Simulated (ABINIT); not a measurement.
# ZrB2 in ABINIT: convergence with nband

ZrB2:

```xyz
3
Lattice="3.1700 0.0000 0.0000 -1.5850 2.7453 0.0000 0.0000 0.0000 3.5330" Properties=species:S:1:pos:R:3 pbc="T T T"
Zr    0.0000    0.0000    0.0000
B     1.5850    0.9151    1.7665
B     0.0000    1.8302    1.7665
```

```yaml
Program: ABINIT 10.8.3 (patched build)
Task: single point
Functional: PBE
Potentials_or_basis: PseudoDojo NC SR PBE v0.4.1 standard
Cutoff: 1034 eV
k_mesh: 10 × 10 × 8
Occupations: fermi-dirac, width 0.1 eV
Spin: no spin polarisation
```

These are the settings of the first run; the series varies nband, with any setting tied to it.

Hardware: 1 thread of Arm Neoverse V1, with other jobs on the host.

| nband | energy less the tightest run, at zero smearing (meV/atom) | SCF cycles | CPU time (s) | peak memory (GiB) |
| --- | --- | --- | --- | --- |
| 10 | 0.00 | 38 | 160 | 0.09 |
| 11 | 0.00 | 13 | 70 | 0.09 |
| 12 | 0.00 | 10 | 61 | 0.09 |
| 13 | 0.00 | 8 | 58 | 0.1 |
| 14 | 0.00 | 8 | 61 | 0.1 |
| 17 | 0.00 | 8 | 74 | 0.1 |
| 23 | 0.00 | 8 | 100 | 0.12 |

Against the tightest run, the energy stays within 1 meV/atom from 10 on. The tightest run that finished is the yardstick and may itself not be fully converged.
